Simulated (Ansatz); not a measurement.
## CdSe: relaxation of cell and atoms

All numbers below come from Ansatz 0.2.0, DFT, PBE, PAW with Ansatz's default frozen-core files, scalar-relativistic.

Command: `ansatz run input.yaml --threads 1 --pin off --max-ram 2048MiB --backend cpu --events-out ev --progress --plain --runs-dir out` The run took about 11 s on 1 thread of a shared machine.

```yaml
crystal:
  lattice:
    - [0.0, 2.6892810254, 2.6892810254]
    - [2.6892810254, 0.0, 2.6892810254]
    - [2.6892810254, 2.6892810254, 0.0]
  atoms:
    - { symbol: Cd, position: [0.0, 0.0, 0.0] }
    - { symbol: Se, position: [0.5, 0.5, 0.5] }
kpoints:
  mp_grid: { grid: [12, 12, 12] }
scf:
  occupations: { method: fermi_dirac, width: 0.03 }
hamiltonian:
  xc: pbe
  pseudopotentials: { kind: paw }
output:
  forces: true
  stress: true
relax:
  f_tol: 0.005
  max_steps: 80
  cell: {}
```

The cell is built from the rocksalt type as a first guess.

The cutoff is 420 eV; energies and pressures of the walk include the program's estimate of the Pulay term.

Each frame lists the cell vectors (Å), then Cartesian positions (Å); symmetry keeps all forces zero. Free energies count from the first step, -13724.1031 eV.

The walk took 5 evaluations in all; steps that aren't listed are left out.

Step 1: E = 0.0 meV, P = 18.53 GPa

```
cell 0.0000 2.6893 2.6893 2.6893 0.0000 2.6893 2.6893 2.6893 0.0000
Cd    0.0000    0.0000    0.0000
Se    2.6893    2.6893    2.6893
```

Step 2:

```
cell 0.0000 2.8224 2.8224 2.8224 0.0000 2.8224 2.8224 2.8224 0.0000
Cd    0.0000    0.0000    0.0000
Se    2.8224    2.8224    2.8224
```

Step 3: E = -395.9 meV, P = 0.89 GPa

```
cell 0.0000 2.8551 2.8551 2.8551 0.0000 2.8551 2.8551 2.8551 0.0000
Cd    0.0000    0.0000    0.0000
Se    2.8551    2.8551    2.8551
```

Give the energy, pressure of step 2.

E = -375.8 meV, P = 3.33 GPa
```
Cd    0.0000    0.0000    0.0000
Se    2.8224    2.8224    2.8224
```

How does the relaxation end?

It converges, with a = 5.738 Å, b = 5.738 Å, c = 5.738 Å, α = 90.00°, β = 90.00°, γ = 90.00° (conventional cell, space group Fm-3m). The last solve (on a basis chosen afresh for the final cell, so its energy is not quite comparable) gives E = -399.0 meV, P = -0.03 GPa:
```
cell 0.0000 2.8691 2.8691 2.8691 0.0000 2.8691 2.8691 2.8691 0.0000
Cd    0.0000    0.0000    0.0000
Se    2.8691    2.8691    2.8691
```
